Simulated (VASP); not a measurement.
# C (P4/mmm) in VASP: reference runs

Aim: a first look at C with PBE, on the cell as given.

Program: VASP 6.6.1. These are calculated values, not measurements. Logs are shortened: lines on timing, memory, paths and dates and some standing lists are left out, and cuts for length are marked.

## (1) The structure

Symmetry: P4/mmm, No. 123, tetragonal system. Conventional cell: a = 4.255 Å, b = 4.255 Å, c = 1.282 Å, α = 90.00°, β = 90.00°, γ = 90.00°. Around C (site symmetry 4/mmm) lie 2 C at 1.28 Å.

The cell was built by a generator and needn't be a form met in nature.

## (2) Single point, PBE

Contents of INCAR:

```
SYSTEM = C
ALGO = Normal ; EDIFF = 1E-7
ENCUT = 520 ; GGA = PE
ISIF = 2 ; ISMEAR = -1
LASPH = .TRUE. ; LCHARG = .FALSE.
LREAL = .FALSE. ; LWAVE = .FALSE.
NBANDS = 8 ; NELM = 60
PREC = Accurate ; SIGMA = 0.05
```

Contents of KPOINTS:

```
k-points
0
G
  6 6 20
  0 0 0
```

Contents of POSCAR:

```
C
1.0
    4.2551700000      0.0000000000      0.0000000000
    0.0000000000      4.2551700000      0.0000000000
    0.0000000000      0.0000000000      1.2822900000
C
1
Direct
    0.5000000000      0.5000000000      0.5000000000
```

Potentials or basis: VASP PAW PBE potentials, release 64 (C).

Command:

```sh
$ cat potpaw_PBE.64/C/POTCAR > POTCAR
$ mpirun -np 1 vasp_std > vasp.out
```

OUTCAR:

```text
SYSTEM = C
   EDIFF = 1E-7
   ENCUT = 520
   GGA = PE
   ISIF = 2
   ISMEAR = -1
   LASPH = .TRUE.
   LREAL = .FALSE.
   NELM = 60
   PREC = Accurate

 ion  position               nearest neighbor table
   1  0.500  0.500  0.500-

  LATTYP: Found a simple tetragonal cell.
 ALAT       =     4.2551700000
 C/A-ratio  =     0.3013487123

  Lattice vectors:

 A1 = (   4.2551700000,   0.0000000000,   0.0000000000)
 A2 = (   0.0000000000,   4.2551700000,   0.0000000000)
 A3 = (   0.0000000000,   0.0000000000,   1.2822900000)

Analysis of symmetry for initial positions (statically):
=====================================================================
 Subroutine PRICEL returns:
 Original cell was already a primitive cell.

 Routine SETGRP: Setting up the symmetry group for a
 simple tetragonal supercell.

 Subroutine GETGRP returns: Found 16 space group operations
 (whereof 16 operations were pure point group operations)
 out of a pool of 16 trial point group operations.

The static configuration has the point symmetry D_4h.

Analysis of symmetry for dynamics (positions and initial velocities):
=====================================================================
 Subroutine PRICEL returns:
 Original cell was already a primitive cell.

 Routine SETGRP: Setting up the symmetry group for a
 simple tetragonal supercell.

 Subroutine GETGRP returns: Found 16 space group operations
 (whereof 16 operations were pure point group operations)
 out of a pool of 16 trial point group operations.

The dynamic configuration has the point symmetry D_4h.

 Subroutine INISYM returns: Found 16 space group operations
 (whereof 16 operations are pure point group operations),
 and found     1 'primitive' translations

----------------------------------------------------------------------------------------

                                     Primitive cell

  volume of cell :      23.2177

  direct lattice vectors                    reciprocal lattice vectors
     4.255170000  0.000000000  0.000000000     0.235008237  0.000000000  0.000000000
     0.000000000  4.255170000  0.000000000     0.000000000  0.235008237  0.000000000
     0.000000000  0.000000000  1.282290000     0.000000000  0.000000000  0.779854791

  length of vectors
     4.255170000  4.255170000  1.282290000     0.235008237  0.235008237  0.779854791

  position of ions in fractional coordinates (direct lattice)
     0.500000000  0.500000000  0.500000000

  ion indices of the primitive-cell ions
[... 72 lines left out ...]
   ENCUT  =  520.0 eV  38.22 Ry    6.18 a.u.   7.91  7.91  2.38*2*pi/ulx,y,z
   NELM   =     60;   NELMIN=  2; NELMDL= -5     # of ELM steps
   EDIFF  = 0.1E-06   stopping-criterion for ELM
   LREAL  =      F    real-space projection
   EDIFFG = 0.1E-05   stopping-criterion for IOM
   NSW    =      0    number of steps for IOM
   IBRION =     -1    ionic relax: 0-MD 1-quasi-New 2-CG
   NFREE  =      0    steps in history (QN), initial steepest desc. (CG)
   ISIF   =      2    stress and relaxation
   ISYM   =      2    0-nonsym 1-usesym 2-fastsym
   POTIM  = 0.5000    time-step for ionic-motion
   TEBEG  =    0.0;   TEEND  =   0.0 temperature during run
   PSTRESS=    0.0 pullay stress
   NELECT =       4.0000    total number of electrons
   NUPDOWN=      -1.0000    fix difference up-down
   EMIN   =  10.00;   EMAX   =-10.00  energy-range for DOS
   EFERMI =   0.00;   METHOD = LEGACY
   ISMEAR =    -1;   SIGMA  =   0.05  broadening in eV -4-tet -1-fermi 0-gaus
   EFERMI_NEDOS =   21; number of points for ismear=-14 and -15
   IALGO  =     38    algorithm
   IMIX   =      4    mixing-type and parameters
     AMIX     =   0.40;   BMIX     =  1.00
     AMIX_MAG =   1.60;   BMIX_MAG =  1.00
  volume/ion in A,a.u.               =      23.22       156.68
  Fermi-wavevector in a.u.,A,eV,Ry     =   0.910937  1.721420 11.290188  0.829805
  Thomas-Fermi vector in A             =   2.035157
   LORBIT       =      0    0 simple, 1 ext, 2 COOP (PROOUT), +10 PAW based schemes
   GGA     = PE    functional components
   LHFCALC =     F    Hartree Fock is set to
   AEXX    =    0.0000 exact exchange contribution
   IVDW    =     0    specifies the selected vdW correction
   LEPSILON=     F    determine dielectric tensor
   LRPA    =     F    only Hartree local field effects (RPA)
 non-spin polarized calculation
  energy-cutoff  :      520.00
  volume of cell :       23.22
 maximum number of plane-waves:       656
 NGX is ok and might be reduce to    32
   NGX = 15   NGY = 15   NGZ =  5

 number of electron       4.0000000 magnetization

 Free energy of the ion-electron system (eV)
  ---------------------------------------------------
  ext. energy  EPLUGINS =         0.00000000
  ---------------------------------------------------
  free energy    TOTEN  =        -8.20931870 eV

  energy without entropy =       -8.20259073  energy(sigma->0) =       -8.20595472

 E-fermi :  -1.7561     XC(G=0):  -5.9553

 val. band max:       -1.8144449048   @ k =   0.5000   0.3333   0.2500
 cond. band min:      -1.6929411626   @ k =   0.1667   0.0000   0.2500
 fundamental gap:      0.1215037422
 Fermi energy:        -1.7561436871

 k-point     1 :       0.0000    0.0000    0.0000
  band No.  band energies     occupation
      1     -18.0504      2.00000
      2      -6.8933      2.00000
      3      -6.8933      2.00000
      4       2.0374      0.00000
      5       6.3957      0.00000
      6      10.9803      0.00000
      7      10.9803      0.00000
      8      12.0145      0.00000
[... 243 lines left out ...]
 k-point    24 :       0.5000    0.0000    0.1000
  band No.  band energies     occupation
      1     -17.5024      2.00000
      2      -6.4236      2.00000
      3      -5.9977      2.00000
      4       5.3070      0.00000
      5       5.3996      0.00000
      6       9.5363      0.00000
      7      12.5470      0.00000
      8      13.3212      0.00000

 [... further k-points ...]
[... 5 lines left out ...]
  --------------------------------------------------------------------------------------
  -------------------------------------------------------------------------------------
  Total       -0.0644891     -0.0644891      0.1726725      0.0000000     -0.0000000      0.0000000
  in kB       -4.4501743     -4.4501743     11.9155358      0.0000000     -0.0000000      0.0000000
  external PRESSURE =       1.0050624 kB  Pullay stress =       0.0000000 kB

 VOLUME and BASIS-vectors are now :
 -----------------------------------------------------------------------------
  energy-cutoff  :      520.00
  volume of cell :       23.22
      direct lattice vectors                 reciprocal lattice vectors
     4.255170000  0.000000000  0.000000000     0.235008237  0.000000000  0.000000000
     0.000000000  4.255170000  0.000000000     0.000000000  0.235008237  0.000000000
     0.000000000  0.000000000  1.282290000     0.000000000  0.000000000  0.779854791

 POSITION                                       TOTAL-FORCE (eV/Angst)
 -----------------------------------------------------------------------------------
      2.12758      2.12758      0.64114         0.000000      0.000000      0.000000
 -----------------------------------------------------------------------------------
    total drift:                                0.000000     -0.000000      0.000000

  FREE ENERGIE OF THE ION-ELECTRON SYSTEM (eV)
  ---------------------------------------------------
  free  energy   TOTEN  =        -8.2093187026 eV

  energy  without entropy=       -8.2025907295  energy(sigma->0) =       -8.20595472
```

OSZICAR:

```text
N       E                     dE             d eps       ncg     rms          rms(c)
DAV:   1     0.327745818337E+01    0.32775E+01   -0.23373E+03  1824   0.403E+02
DAV:   2    -0.887999014438E+01   -0.12157E+02   -0.11606E+02  2432   0.668E+01
DAV:   3    -0.905080806200E+01   -0.17082E+00   -0.16935E+00  2072   0.909E+00
DAV:   4    -0.905141154683E+01   -0.60348E-03   -0.60342E-03  2840   0.557E-01
DAV:   5    -0.905141247291E+01   -0.92608E-06   -0.92600E-06  2160   0.123E-02    0.493E+00
DAV:   6    -0.838416142578E+01    0.66725E+00   -0.92991E-01  1968   0.455E+00    0.271E+00
DAV:   7    -0.820780945420E+01    0.17635E+00   -0.73388E-01  2064   0.397E+00    0.888E-01
DAV:   8    -0.820964007533E+01   -0.18306E-02   -0.87723E-03  1904   0.590E-01    0.131E-01
DAV:   9    -0.820926281468E+01    0.37726E-03   -0.91287E-04  2128   0.141E-01    0.806E-02
DAV:  10    -0.820934111608E+01   -0.78301E-04   -0.83967E-04  1784   0.136E-01    0.690E-02
DAV:  11    -0.820931945921E+01    0.21657E-04   -0.81159E-05  2152   0.427E-02    0.718E-03
DAV:  12    -0.820931872745E+01    0.73176E-06   -0.34391E-06  1776   0.143E-02    0.126E-03
DAV:  13    -0.820931870262E+01    0.24825E-07   -0.21637E-07  2224   0.247E-03
   1 F= -.82093187E+01 E0= -.82059547E+01  d E =-.672797E-02
```

stdout:

```text
POSCAR found type information on POSCAR C
 POSCAR found :  1 types and       1 ions
 scaLAPACK will be used
 LDA part: xc-table for (Slater+PW92), standard interpolation
 POSCAR, INCAR and KPOINTS ok, starting setup
 FFT: planning ... GRIDC
 FFT: planning ... GRID_SOFT
 FFT: planning ... GRID
 WAVECAR not read
 entering main loop
```

Run time: 4.8 s. Hardware: 1 thread of Intel Xeon 6975P-C (Granite Rapids), shared host; peak memory 0.13 GiB.

Results:

* Free energy: -8.2093 eV
* Pressure: 0.1 GPa
* Band gap on the k mesh: none (metal or under the smearing width)
